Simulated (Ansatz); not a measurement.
## The polar optical mode of KBr at 12 GPa, worked through

Theory: Ansatz, DFT PBEsol, scalar-relativistic, plane waves, PAW. Cutoff 420 eV, 8×8×8 k-points (Γ-centred), fixed occupations. No spin polarisation. Phonons by linear response, acoustic sum rule imposed.

The cell, relaxed at 12 GPa:
```
K Br
1.0
     0.00000    2.92709    2.92709
     2.92709    0.00000    2.92709
     2.92709    2.92709    0.00000
K Br
1 1
Direct
  0.00000 0.00000 0.00000
  0.50000 0.50000 0.50000
```

The real crystal has changed phase below this pressure.

Linear response gives ν_TO = 215.8 cm⁻¹, Born charges ±1.043 e (positive on K) and ε∞ = 3.135. The primitive cell holds 50.158 Å³, and the masses are 39.098 and 79.904 amu.

Task: Find ν_LO and the static dielectric constant.

Result: The long-wave field adds a restoring force: ω_LO² − ω_TO² = Z*²e²/(ε_vac ε∞ μV). In these units ν_LO² − ν_TO² = 4.92064×10⁷ Z*²/(μ V ε∞) cm⁻², with μ = m₁m₂/(m₁ + m₂) = 26.253 amu: 12962 cm⁻². So ν_LO = √(215.8² + 12962) = 243.9 cm⁻¹, and the run gives 243.9. Lyddane–Sachs–Teller then gives ε0 = ε∞ (ν_LO/ν_TO)² = 4.01, against 4.01 in the run (it forms both from the same three quantities, so the match checks the arithmetic only). Between ν_TO and ν_LO the dielectric function is negative and an undamped crystal reflects fully: a reststrahlen band from 41.0 to 46.3 μm.

Task: What do the Clausius–Mossotti polarisability and the Szigeti charge come to?

Result: With the Lorentz local field, α = (3V/4π)(ε∞ − 1)/(ε∞ + 2) = 4.98 Å³ for the pair, and e_S = 3Z*/(ε∞ + 2) = 0.61 e. The Born charge includes the electrons' response to the dipole's own local field, and e_S takes that enhancement out. The Lorentz field assumes point-like polarisable ions, a fair picture at this small ε∞.

Task: How strongly does a slow electron couple to the LO mode?

Result: For one isotropic parabolic band, Fröhlich's constant is α_F = (1/ε∞ − 1/ε0) √(m* Ry/ħω_LO), with Ry = 13.606 eV, ħω_LO = 30.2 meV and m* in free-electron masses: α_F = 0.0695 × 21.21 × √m* = 1.47 √m*. The band mass isn't part of this run; for m* = 0.1, 0.3 and 1 it gives 0.47, 0.81, 1.47. In weak coupling the polaron lies α_F ħω_LO below the band edge (24 meV at m* = 0.3) with a mass m*(1 + α_F/6); past α_F of about 5 or 6 that expansion fails. A semilocal functional's ε∞ tends to be too large, which taken alone lowers α_F.